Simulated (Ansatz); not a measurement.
# CoO: changing the starting magnetic order

It takes space group R3m (No. 160, trigonal). Conventional cell: a = 3.204 Å, b = 3.204 Å, c = 7.699 Å, α = 90.00°, β = 90.00°, γ = 120.00°. Co (site symmetry 3m) has 4 O at 1.91 to 1.96 Å as nearest neighbours. O (site symmetry 3m) has 4 Co at 1.91 to 1.96 Å as nearest neighbours.

Measurements of this composition are mostly on another form, of space group No. 225.

Kept alike: task single point; functional PBEsol; k mesh 10 × 10 × 10; occupations fermi-dirac, width 0.05 eV. Program: Ansatz, Ansatz PAW, cutoff 420 eV. The mesh is that of the run's cell of 2 atoms. No spin-orbit coupling.

| starting magnetic order | largest site moment (μB) | moment of the cell (μB) | free energy over the lowest row (meV/atom) |
| --- | --- | --- | --- |
| ferromagnetic start, larger moments | 2.22 | 2.79 | 0.00 |
| fm | 2.22 | 2.79 | 0.00 |
| random | 2.22 | 2.79 | 0.00 |
| spin off | 0.00 | 0.00 | 159.06 |

For a metal such a mesh leaves the last digits unconverged. The runs hold the magnetic state that their start led to, which needn't be the lowest. The row without spin has no moments by construction. Site moments count inside each atom's sphere or projector. All rows use potentials made for PBE.

The largest site moment runs from 0.00 (spin off) to 2.22 μB (ferromagnetic start, larger moments; fm; random). The moment of the cell runs from 0.00 (spin off) to 2.79 μB (ferromagnetic start, larger moments; fm; random). The free energy is lowest at ferromagnetic start, larger moments; fm; random, and 159.06 meV an atom higher at spin off. Starts that end at one energy have found one state: ferromagnetic start, larger moments; fm; random.
